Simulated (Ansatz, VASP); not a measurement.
NaH: VASP beside Ansatz

INCAR

```
  ALGO = Normal
  EDIFF = 1E-6
  ENCUT = 520
  GGA = CA
  ISIF = 2
  ISMEAR = 0
  LASPH = T
  LCHARG = F
  LREAL = F
  LWAVE = F
  NBANDS = 11
  NELM = 100
  PREC = Accurate
  SIGMA = 0.02
```

KPOINTS

```
k-points
0
Gamma
  6 6 6
```

File POSCAR:

```
NaH
1.0
    3.0437777200      0.0000000000      0.0000000000
    0.0000000000      3.0437777200      0.0000000000
    0.0000000000      0.0000000000      2.7854877934
Na H
1 1
Direct
    0.0000000000      0.0000000000      0.0000000000
    0.5000000000      0.5000000000      0.5000000000
```

Input for Ansatz:

```yaml
crystal:
  lattice:
    - [3.04377772, 0.0, 0.0]
    - [0.0, 3.04377772, 0.0]
    - [0.0, 0.0, 2.785487793382977]
  atoms:
    - { symbol: Na, position: [0.0, 0.0, 0.0] }
    - { symbol: H, position: [0.5, 0.5, 0.5] }
basis:
  ecutwfc: 421.77648681281397
kpoints:
  mp_grid:
    grid: [6, 6, 6]
hamiltonian:
  xc: lda
  pseudopotentials:
    kind: paw
scf:
  occupations:
    method: gaussian
    width: 0.02
output:
  stress: true
```

The cell comes from a database or a generator and needn't be the stable form of this composition.

Alike in both runs: task single point; functional LDA; k mesh 6 × 6 × 6; occupations gaussian, width 0.02 eV; no spin polarisation.

```csv
,VASP,Ansatz
version,VASP 6.6.1,Ansatz 0.2.0
potentials or method,"VASP PAW LDA potentials, release 64 (Na_pv, H)","plane waves, PAW"
plane-wave cutoff (eV),520,422
valence electrons in the cell,8,10
```

Ansatz gave:

- pressure (GPa): -1.9
- largest component of the traceless stress (GPa): 6.61

Problem. Which values does VASP return?

Solution. Pressure (GPa): -2.0; largest component of the traceless stress (GPa): 6.61.

The two sets of potentials don't hold the same shells in valence.
